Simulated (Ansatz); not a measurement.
# Property card for Mo

Computed with DFT PBE, scalar-relativistic, plane waves, PAW in Ansatz 0.2.0.

Plane waves to 420 eV, a k mesh through Γ of 18×18×18 on the computed 1-atom cell and Gaussian smearing (0.10 eV); no spin polarisation.

The structure is relaxed at this level of theory with its symmetry kept. This fcc form isn't the element's structure at ambient conditions.

```cif
data_structure
_symmetry_space_group_name_H-M 'P 1'
_symmetry_Int_Tables_number 1
_cell_length_a 2.8299
_cell_length_b 2.8299
_cell_length_c 2.8299
_cell_angle_alpha 60.000
_cell_angle_beta 60.000
_cell_angle_gamma 60.000
_cell_volume 16.02
loop_
_atom_site_label
_atom_site_type_symbol
_atom_site_fract_x
_atom_site_fract_y
_atom_site_fract_z
_atom_site_occupancy
Mo1 Mo 0.00000 0.00000 0.00000 1
```

* Space group: Fm-3m (No. 225)
* Volume per atom: 16.02 Å³
* Formation energy from the elements' standard states (uncorrected): +0.425 eV/atom
* Kohn–Sham band gap: none (metal)
* Density of states at the Fermi level: 1.32 states/eV per cell
* Löwdin character within 0.5 eV of the Fermi level: Mo 4d 90 %
* Bulk modulus: 239 GPa
* Its pressure derivative: 3.9
* Bader charges (e): Mo (1 in the cell) 0.00

Cost: 9 runs of about 0.42 core-minutes in all, on Intel Xeon Platinum 8488C (Sapphire Rapids) (shared hosts).